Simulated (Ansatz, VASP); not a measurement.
**ZnSe: VASP beside Ansatz**

```
CELL_PARAMETERS angstrom
0.00000 2.81478 2.81478
2.81478 0.00000 2.81478
2.81478 2.81478 0.00000
ATOMIC_POSITIONS crystal
Zn 0.00000 0.00000 0.00000
Se 0.25000 0.25000 0.25000
```

Change from the starting cell: volume scaled by 0.98, ions relaxed.

Alike in both runs: functional PBE; k mesh 13 × 13 × 13; occupations fermi-dirac, width 0.02 eV; no spin polarisation.

Ansatz relaxed the structure, and its values are those at the end. VASP's run is a single point on that final structure, the one shown.

|  | VASP | Ansatz |
| --- | --- | --- |
| version | VASP 6.6.1 | Ansatz 0.2.0 |
| potentials or method | VASP PAW PBE potentials, release 64 (Zn, Se) | plane-wave PAW, scalar-relativistic |
| plane-wave cutoff (eV) | 520 | 420 |
| valence electrons in the cell | 18 | 28 |

|  | VASP | Ansatz | Ansatz less VASP |
| --- | --- | --- | --- |
| gap on the k mesh at the Fermi level (eV) | 1.37 | 1.37 | -0.002 |
| pressure (GPa) | 3.7 | 3.5 | -0.25 |

The functional is the same, so the differences come from potentials, cutoffs and numerics. The two sets of potentials don't hold the same shells in valence. Ansatz warned: «stress_scf_threshold_loose».
